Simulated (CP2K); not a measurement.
Runs of CP2K 2026.2 on Al2Au. It takes space group Fm-3m (No. 225, cubic). The conventional cell has a = 6.000 Å, b = 6.000 Å, c = 6.000 Å, α = 90.00°, β = 90.00°, γ = 90.00°. Au (site symmetry m-3m) is surrounded by 8 Al at 2.60 Å. Around Al (site symmetry -43m) lie 4 Au at 2.60 Å. 

| task | level | cell | k mesh | k points reduced by the point group | NGRIDS | CUTOFF of the grids | EXTRAPOLATION | optimiser | gap on the mesh (eV) | pressure (GPa) | relaxed volume (Å³/atom) |
| --- | --- | --- | --- | --- | --- | --- | --- | --- | --- | --- | --- |
| single point | PBE | as given | 8 × 8 × 8 | yes | 5 | 500 Ry | - | - | none | (a) | - |
| relaxation of cell and atoms | PBE | relaxed | 6 × 6 × 6 | - | 4 | 700 Ry | USE_PREV_P | BFGS | none | 0.0 | - |
| relaxation of cell and atoms | LDA | relaxed | 6 × 6 × 6 | - | 4 | 700 Ry | USE_PREV_P | BFGS | none | 0.0 | 18.42 |
| relaxation of cell and atoms | PBEsol | relaxed | 6 × 6 × 6 | - | 4 | 700 Ry | USE_PREV_P | BFGS | none | 0.0 | 18.49 |

Alike in all rows: potentials or basis POTENTIAL_UZH Au GTH-PBE-q11, Al GTH-PBE-q3; TZVP-MOLOPT-PBE-GTH basis; no spin polarisation; smearing fermi-dirac 0.05 eV.

Question: Fill in the values left out.

Answer: (a) 4.6.

Caveats: with these potentials and basis sets, volumes of gold and of layered tellurides can stand 1.5 % and more from those of plane-wave programs; the basis of atomic orbitals isn't converged, which shifts pressures, moduli and gaps; the real-space grid breaks the cell's symmetry a little (some runs); the potentials were made for another functional, which shifts forces and pressure (some runs); more than 0.5 GPa of stress was left at the end, so the final cell isn't listed (some runs).

A k mesh can miss the band edges, and the runs leave out spin-orbit coupling on Au.

A gap of «none» marks a metal or a gap under the smearing width.

Not every run made on this cell is shown here.
